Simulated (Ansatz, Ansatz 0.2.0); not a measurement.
# Enthalpy of formation of LaPt: a blind prediction with LDA, PBEsol and r2SCAN, and the effect of spin-orbit coupling

## Experiment

The quantity to be predicted is the enthalpy of formation of the 1:1 compound LaPt from solid lanthanum and solid platinum, expressed per atom. The experimental figure is a compiled value whose method of measurement is not stated, so I cannot tell in advance whether it rests on direct calorimetry or on some indirect route. I have kept the number itself out of sight. The calculations are therefore a blind prediction: I choose the levels of theory on physical grounds and on how the results behave, commit to an estimate, and only then compare it with the measured value.

## Plan

The aim is the cheapest level of theory that gives ΔH per atom within 10 % of experiment. I chose that margin because a compound of an electropositive rare earth with platinum should be strongly exothermic, so that 10 % is a demand on the functional while still leaving room for the usual scatter of high-temperature calorimetry.

The model is the ordered Cmcm crystal with four atoms in the primitive cell. The starting cell comes from earlier theory, not from diffraction, and is relaxed again at each level, as are the two elements. The energy difference is static; zero-point and thermal terms largely cancel between compound and elements, and I allow roughly 0.01 eV/atom for what remains.

I begin with LDA on a coarse mesh, settle the sampling and the cutoff there, and then change the functional. With the measured value hidden, the spread between functionals and the physical reasons for trusting one over another have to guide the estimate.

Plain PBE is not among the levels examined in this study.

System: LaPt; Cmcm (No. 63), 4 atoms in the primitive cell; the database structure is a structure relaxed by earlier theory, not a measurement: a = 3.985 Å, b = 11.166 Å, c = 4.546 Å.

## 1. LDA on a coarse mesh

LDA with a 6×6×4 mesh is a light start that already gives the sign and the scale of the enthalpy. All three solids are metals, so I expect some sampling error, which a denser mesh will have to measure. LDA usually overbinds solids, but much of that should cancel in a difference between metals; I expect a clearly negative ΔH, perhaps somewhat too large in magnitude.

**Run 1.** Ansatz 0.2.0: LDA, compound and elements relaxed, PAW set soft_2, cutoff 420 eV, 6x6x4 k mesh, Gaussian smearing 0.1 eV.

Key lines of the input:
```
crystal:
  # lattice and atoms
kpoints:
  mp_grid: { grid: [6, 6, 4] }
hamiltonian:
  xc: lda
scf:
  occupations: { method: gaussian, width: 0.1 }
output:
  stress: true
basis:
  ecutwfc: 420.0
relax:
  adjacent_minimum: "off"
  max_steps: 60
  cell: { stress_tol: 0.03 }
```

Command:
```
ansatz run input.yaml --threads 4 --pin off --max-ram 8192MiB --backend cpu --events-out ev --progress --plain --runs-dir out
```

Selected lines of the output:
```
[LaPt, 4 atoms, 6x6x4 mesh] E sigma→0 (E₀):  -36646.696376 eV
[La, 4 atoms, 9x9x2 mesh] E sigma→0 (E₀):  -24304.617264 eV
[Pt, 1 atoms, 10x10x10 mesh] E sigma→0 (E₀):  -12244.972866 eV
```

Converged; 34 s on 4 cores of Arm Neoverse V1, shared host (all steps together).

| quantity | run 1 |
| --- | --- |
| ΔH per atom (eV/atom) | −1.1105 |
| ΔH per mole of formula units (kJ/mol) | −214.3 |
| conventional cell volume (Å³) | 189.81 |

LDA gives a strongly exothermic compound, at −1.11 eV/atom. Ten per cent of that is about 0.11 eV/atom, so the allowance for zero-point and thermal terms is small beside the target. The relaxed cell, 189.81 Å³, is about 6 % smaller in volume than the starting one. That is the direction in which LDA usually errs, though the starting cell is itself a computed one and can't decide the matter.

## 2. Denser meshes for LDA

The enthalpy is a small difference between the energies of three metals, each sampled on its own mesh, so sampling errors need not cancel. I repeat the LDA calculation on 10×10×8 and 12×12×10 meshes with everything else unchanged. I expect shifts of the order of 0.01 eV/atom from the coarse mesh and much less between the two dense ones. If so, the lighter of the two will serve for the other functionals.

**Run 2.** Ansatz 0.2.0: LDA, compound and elements relaxed, PAW set soft_2, cutoff 420 eV, 10x10x8 k mesh, Gaussian smearing 0.1 eV.

Key lines of the input, as changed from run 1:
```diff
  kpoints:
-   mp_grid: { grid: [6, 6, 4] }
+   mp_grid: { grid: [10, 10, 8] }
```

Selected lines of the output:
```
[LaPt, 4 atoms, 10x10x8 mesh] E sigma→0 (E₀):  -36646.731666 eV
[La, 4 atoms, 12x12x4 mesh] E sigma→0 (E₀):  -24304.596980 eV
[Pt, 1 atoms, 18x18x18 mesh] E sigma→0 (E₀):  -12244.984614 eV
```

Converged; wall time 1.8 min (all steps together).

**Run 3.** Ansatz 0.2.0: LDA, compound and elements relaxed, PAW set soft_2, cutoff 420 eV, 12x12x10 k mesh, Gaussian smearing 0.1 eV.

Key lines of the input, as changed from run 1:
```diff
  kpoints:
-   mp_grid: { grid: [6, 6, 4] }
+   mp_grid: { grid: [12, 12, 10] }
```

Selected lines of the output:
```
[LaPt, 4 atoms, 12x12x10 mesh] E sigma→0 (E₀):  -36646.734690 eV
[Pt, 1 atoms, 22x22x22 mesh] E sigma→0 (E₀):  -12244.989341 eV
```

Converged; 2.8 min on 4 cores of Arm Neoverse V2, shared host (all steps together).

| quantity | run 2 | run 3 |
| --- | --- | --- |
| ΔH per atom (eV/atom) | −1.1160 | −1.1141 |
| ΔH per mole of formula units (kJ/mol) | −215.4 | −215.0 |
| conventional cell volume (Å³) | 189.98 | 189.84 |

The coarse mesh was off by about 0.005 eV/atom, and the two dense meshes differ by only 0.0019 eV/atom. Some of this is cancellation: platinum alone still moves by about 0.005 eV between the dense meshes, and the compound moves the same way. Against a target of roughly 0.11 eV/atom the 10×10×8 mesh is ample, and I keep it for comparing functionals.

## 3. A higher cutoff for LDA

The plane-wave cutoff is the other numerical setting that could shift the enthalpy. I raise it from 420 to 570 eV on the 10×10×8 mesh, still with LDA. Since compound and elements share the same PAW sets, I expect most of the basis error to cancel and the enthalpy to change by no more than about 0.01 eV/atom.

**Run 4.** Ansatz 0.2.0: LDA, compound and elements relaxed, PAW set soft_2, cutoff 570 eV, 10x10x8 k mesh, Gaussian smearing 0.1 eV.

Key lines of the input, as changed from run 2:
```diff
  basis:
-   ecutwfc: 420.0
+   ecutwfc: 570.0
```

Selected lines of the output:
```
[LaPt, 4 atoms, 10x10x8 mesh] E sigma→0 (E₀):  -36646.734584 eV
[La, 4 atoms, 12x12x4 mesh] E sigma→0 (E₀):  -24304.597845 eV
[Pt, 1 atoms, 18x18x18 mesh] E sigma→0 (E₀):  -12244.985843 eV
```

Converged; wall time 2 min (all steps together).

| quantity | run 4 |
| --- | --- |
| ΔH per atom (eV/atom) | −1.1160 |
| ΔH per mole of formula units (kJ/mol) | −215.4 |
| conventional cell volume (Å³) | 189.97 |

The higher cutoff leaves the enthalpy at −1.1160 eV/atom. The total energies themselves fall by no more than 0.003 eV per cell, so the agreement doesn't depend on a large cancellation. For LDA with these PAW sets, 420 eV is enough, and the remaining question is the physics rather than the mesh or the basis.

## 4. PBEsol in place of LDA

PBEsol adds the density gradient at little extra cost and was built for the equilibrium properties of solids. I run it at 420 eV on the 10×10×8 mesh, so that only the functional differs from the earlier LDA calculation. I expect a larger cell and an enthalpy somewhat less negative than LDA's, by perhaps 0.05 eV/atom. The size of that shift will show how much the prediction depends on the treatment of exchange and correlation.

**Run 5.** Ansatz 0.2.0: PBEsol, compound and elements relaxed, PAW set soft_2, cutoff 420 eV, 10x10x8 k mesh, Gaussian smearing 0.1 eV.

Key lines of the input, as changed from run 2:
```diff
  hamiltonian:
-   xc: lda
+   xc: pbesol
```

Selected lines of the output:
```
[LaPt, 4 atoms, 10x10x8 mesh] E sigma→0 (E₀):  -37094.596944 eV
[La, 4 atoms, 12x12x4 mesh] E sigma→0 (E₀):  -24645.107157 eV
[Pt, 1 atoms, 18x18x18 mesh] E sigma→0 (E₀):  -12383.816228 eV
```

Converged; 100 s on 4 cores of Arm Neoverse V1, shared host (all steps together).

| quantity | run 5 |
| --- | --- |
| ΔH per atom (eV/atom) | −1.1027 |
| ΔH per mole of formula units (kJ/mol) | −212.8 |
| conventional cell volume (Å³) | 194.81 |

PBEsol enlarges the cell by about 2.5 % in volume but makes the enthalpy only 0.0133 eV/atom less negative, a smaller shift than the 0.05 eV/atom I had guessed. The two functionals differ by little more than 1 % in ΔH. That shows a low sensitivity to the step from LDA to this gradient correction; it doesn't show that both are right, since they may share an error.

## 5. A meta-GGA: r2SCAN

To look for an error common to LDA and PBEsol I need a functional of a different kind. r2SCAN also uses the kinetic-energy density and is dearer per step, here with a cutoff of 520 eV. It often describes compound formation well where charge is transferred, but functionals of the SCAN family can make the formation of intermetallics too exothermic. I therefore expect a more negative value than PBEsol's, and would not take it as better merely because it stands higher on the ladder.

**Run 6.** Ansatz 0.2.0: r2SCAN, compound and elements relaxed, PAW set soft_2, cutoff 520 eV, 10x10x8 k mesh, Gaussian smearing 0.1 eV.

Key lines of the input, as changed from run 2:
```diff
  hamiltonian:
-   xc: lda
+   xc: r2scan
  basis:
-   ecutwfc: 420.0
+   ecutwfc: 520.0
```

Selected lines of the output:
```
[LaPt, 4 atoms, 10x10x8 mesh] E sigma→0 (E₀):  -37608.024671 eV
[La, 4 atoms, 12x12x4 mesh] E sigma→0 (E₀):  -25058.713061 eV
[Pt, 1 atoms, 18x18x18 mesh] E sigma→0 (E₀):  -12536.783334 eV
```

Converged; 2.4 min on 4 cores of Arm Neoverse V2, shared host (all steps together).

| quantity | run 6 |
| --- | --- |
| ΔH per atom (eV/atom) | −1.2754 |
| ΔH per mole of formula units (kJ/mol) | −246.1 |
| conventional cell volume (Å³) | 202.44 |

r2SCAN makes the enthalpy more negative than PBEsol by roughly 0.17 eV/atom, about 16 %. The direction is the one I expected, but the size exceeds the 10 % target, so the two can't be treated as interchangeable. The earlier closeness of LDA and PBEsol was no measure of the uncertainty from the functional. The result alone doesn't say which value is better; my reservation about the SCAN family for intermetallics still makes me lean towards the LDA and PBEsol side.

## 6. Spin-orbit coupling

All runs so far leave out spin-orbit coupling, which is strong in the platinum 5d shell. Its energy cancels between compound and element only as far as the 5d states stay alike, and in LaPt they should be fuller and lie lower than in the metal. I add it to LDA, where mesh and cutoff have been tested, on an 8×8×6 mesh to contain the cost. Platinum metal, with its 5d band at the Fermi level, should gain more from the coupling than the compound does, so I expect ΔH to become less negative by a few hundredths of an eV per atom.

**Run 7.** Ansatz 0.2.0: LDA with spin-orbit coupling, compound and elements relaxed, cutoff 420 eV, 8x8x6 k mesh, Gaussian smearing 0.1 eV.

Key lines of the input, as changed from run 1:
```diff
  kpoints:
-   mp_grid: { grid: [6, 6, 4] }
+   mp_grid: { grid: [8, 8, 6] }
  hamiltonian:
+   pseudopotentials: { kind: paw_fr }
+ magnetization:
+   noncollinear: true
+   spin_orbit: true
```

Selected lines of the output:
```
[LaPt, 4 atoms, 8x8x6 mesh] E sigma→0 (E₀):  -36723.410702 eV
[La, 4 atoms, 12x12x4 mesh] E sigma→0 (E₀):  -24325.085983 eV
[Pt, 1 atoms, 14x14x14 mesh] E sigma→0 (E₀):  -12278.275556 eV
```

Converged; wall time 7.5 min (all steps together).

| quantity | run 7 |
| --- | --- |
| ΔH per atom (eV/atom) | −1.0791 |
| ΔH per mole of formula units (kJ/mol) | −208.2 |
| conventional cell volume (Å³) | 189.59 |

With spin-orbit coupling the LDA enthalpy becomes less negative by about 0.037 eV/atom relative to the scalar calculation on the 10×10×8 mesh. Sign and size agree with what I argued from the platinum 5d band. The shift isn't purely spin-orbit, however: the fully relativistic calculation uses a different PAW set and a somewhat coarser mesh. The scalar LDA values on three meshes lie within 0.006 eV/atom of each other, so sampling is unlikely to explain most of it, while the effect of the PAW set remains unseparated.

The shift is about 3 % of ΔH, well inside the target and much smaller than the gap between PBEsol and r2SCAN. For this purpose the coupling can be left out and its added cost saved. I end the calculations here, because a dispersion correction, designed for weakly bound atoms, would give no firmer ground for choosing between the functionals in a strongly bonded intermetallic.

## Prediction

My estimate for the enthalpy of formation of LaPt is ΔH = −1.1 ± 0.2 eV/atom. It rests on scalar LDA, the simplest functional I tried and the one whose mesh and cutoff I tested; its computed value is −1.116 eV/atom. PBEsol lies close by, and spin-orbit coupling, together with the change of PAW set, moves the LDA value by only about 0.037 eV/atom, which the error bar easily covers.

The error bar is set by the functional, not by the numerics. r2SCAN is more negative than LDA by 0.1594 eV/atom, and although I give it less weight for an intermetallic, I can't exclude it from these runs. The bar also covers the usual error of about 0.1 eV/atom for strongly exothermic compounds and the small thermal and zero-point terms. It is wider than the 10 % target, so the prediction alone can't establish that the target is met.

## Measured values

Source: a printed reference work on machine-learning prediction of intermetallic formation enthalpies.

| compared with | measured | source's wording or label | method |
| --- | --- | --- | --- |
| ΔH per atom (eV/atom) | −1.03332 | -99.7 kJ/mol atoms | compiled value, method not stated |

Conditions are those given with the value in the passage it was taken from; "not stated" means there, and the paper may say more elsewhere.

## Summary of runs

| run | settings | ΔH per atom (eV/atom) | deviation | cost |
| --- | --- | --- | --- | --- |
| 1 | LDA, 6x6x4 mesh | −1.1105 | −0.0772 (−7.5 %) | 2.3 core-min |
| 2 | LDA, PAW set soft_2, cutoff 420 eV, 10x10x8 k mesh | −1.1160 | −0.0827 (−8.0 %) | 7.2 core-min |
| 3 | LDA, 12x12x10 mesh | −1.1141 | −0.0807 (−7.8 %) | 11 core-min |
| 4 | LDA, cutoff 570 eV | −1.1160 | −0.0827 (−8.0 %) | 8.1 core-min |
| 5 | PBEsol, PAW set soft_2, cutoff 420 eV, 10x10x8 k mesh | −1.1027 | −0.0694 (−6.7 %) | 6.6 core-min |
| 6 | r2SCAN, cutoff 520 eV | −1.2754 | −0.2421 (−23.4 %) | 9.6 core-min |
| 7 | LDA+SOC, 8x8x6 mesh | −1.0791 | −0.0458 (−4.4 %) | 30 core-min |
|  | measured | −1.03332 |  |  |

## Verdict

The blind prediction meets the 10 % target. Scalar LDA on the 10×10×8 mesh gives −1.1160 eV/atom against a measured −1.03332 eV/atom, too exothermic by 8.0 %, and the rounded estimate of −1.1 ± 0.2 eV/atom covers the measurement. The reference is a compiled value from a printed reference work on machine-learning prediction of intermetallic formation enthalpies. The margin to the limit is only about 0.02 eV/atom, which is no more than ordinary calorimetric scatter.

LDA and PBEsol cost nearly the same on this mesh, at 7.2 and 6.6 core-minutes. The coarse mesh would have sufficed, but only the denser ones could show that. The higher cutoff changed nothing in the enthalpy. PBEsol, at 6.7 %, is too close to LDA to be ranked above it. r2SCAN misses by 23.4 %, in line with the SCAN family's tendency to make intermetallics too stable.

Every level errs towards too exothermic a value. Spin-orbit coupling, together with the changed PAW set, removes about 0.037 eV/atom of the LDA excess and leaves about 0.046. The sign fits the argument from the platinum 5d band, but I didn't separate the two changes. Thermal and zero-point terms, roughly 0.01 eV/atom, are too small to account for the rest. It may lie in the functional or in the measurement, whose method isn't stated. LDA's success probably owes much to errors that cancel between the compound and two metals, so it needn't carry over to compounds formed from molecular gases. Plain PBE would be the natural next functional to try.

[Logs are printed without paths, hosts, clocks, repeated set-up lines and the standing remarks that a program may print on its own settings, such as how far it seeks lower states.]

[The runs shown are a pick from a larger set of finished runs; failed, doubtful and other runs were left out of it ahead of writing. So were measured values far from every level or from commonly accepted values, and agreement can look better than it is. Lines of input and output are excerpts and may be shortened.]

[The starting structure comes from the Materials Project. Plain PBE was run on this system too; it isn't shown.]
